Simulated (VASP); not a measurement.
# Ta under changes of volume

One of the cells (18.371 Å³/atom); the others are scaled copies at fixed shape and fractional positions:

```
Ta
1.0
    -1.66222    1.66222    1.66222
     1.66222   -1.66222    1.66222
     1.66222    1.66222   -1.66222
Ta
1
Direct
  0.00000 0.00000 0.00000
```

* Program: VASP 6.6.1
* Functional: PBE
* Potentials or basis: VASP PAW PBE potentials, release 64 (Ta_pv)
* Cutoff: 520 eV
* k mesh: 11 × 11 × 11
* Occupations: fermi-dirac, width 0.05 eV
* Spin: no spin polarisation

```tsv
volume (Å³/atom)	energy over the lowest point (meV/atom)	pressure (GPa)
16.930	65.55	17.4
17.290	?	?
17.650	11.64	7.1
18.371	0.00	-1.2
18.731	7.19	-4.8
19.091	21.88	-8.0
```

Problem. What does the run at 17.290 Å³/atom give?

Solution. Energy over the lowest point 32.67 meV/atom; pressure 12.0 GPa.

Worked out: A Birch-Murnaghan fit of order 3 (a polynomial in V^(-2/3)) to the other rows has its minimum at 18.24 Å³/atom with B0 = V·E''(V) = 196 GPa and B' = 4.8. It gives 32.69 meV/atom at 17.290 Å³/atom, against the run's 32.67, and -dE/dV = 11.9 GPa, against 12.0.

Energies are extrapolated to zero smearing.
